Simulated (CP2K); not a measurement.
Runs of CP2K 2026.2 on CdS (Hawleyite). The structure is cubic, space group F-43m (No. 216). The conventional cell has a = 5.833 Å, b = 5.833 Å, c = 5.833 Å, α = 90.00°, β = 90.00°, γ = 90.00°. Around Cd (site symmetry -43m) lie 4 S at 2.53 Å. S (site symmetry -43m) is surrounded by 4 Cd at 2.53 Å. 

```csv
level,potentials or basis,smearing,EPS_DEFAULT,NGRIDS,points a segment of the path (NPOINTS),bands added on the path,CUTOFF of the grids,gap on the mesh (eV),pressure (GPa)
r2SCAN,"POTENTIAL_UZH Cd GTH-SCAN-q12, S GTH-SCAN-q6; TZVP-MOLOPT-SCAN-GTH basis",fermi-dirac 0.05 eV,1.0E-9,4,8,6,675 Ry,1.50,1.8
PBEsol,"POTENTIAL_UZH Cd GTH-PBE-q12, S GTH-PBE-q6; TZVP-MOLOPT-PBE-GTH basis",fermi-dirac 0.05 eV,1.0E-9,5,6,6,450 Ry,0.98,(b)
TB-mBJ,"POTENTIAL_UZH Cd GTH-PBE-q12, S GTH-PBE-q6; TZVP-MOLOPT-PBE-GTH basis",fermi-dirac 0.05 eV,1.0E-10,5,10,6,675 Ry,0.98,-
LDA,"GTH_POTENTIALS Cd GTH-PADE-q12, S GTH-PADE-q6; TZVP-MOLOPT-PBE-GTH basis",fermi-dirac 0.0259 eV,1.0E-10,4,8,4,450 Ry,(a),-1.9
```

Alike in all rows: task band structure; no spin polarisation; cell as given; k mesh 8 × 8 × 8.

Problem. Fill in the values left out.

Solution. (a) 0.85; (b) 0.6.

Caveats: the basis of atomic orbitals isn't converged, which shifts pressures, moduli and gaps; the potentials were made for another functional, which shifts forces and pressure (some runs); this is a model potential without an energy functional, so only levels have meaning (some runs).

A k mesh can miss the band edges, and the runs leave out spin-orbit coupling on Cd.

Runs at the PBE level aren't shown here.
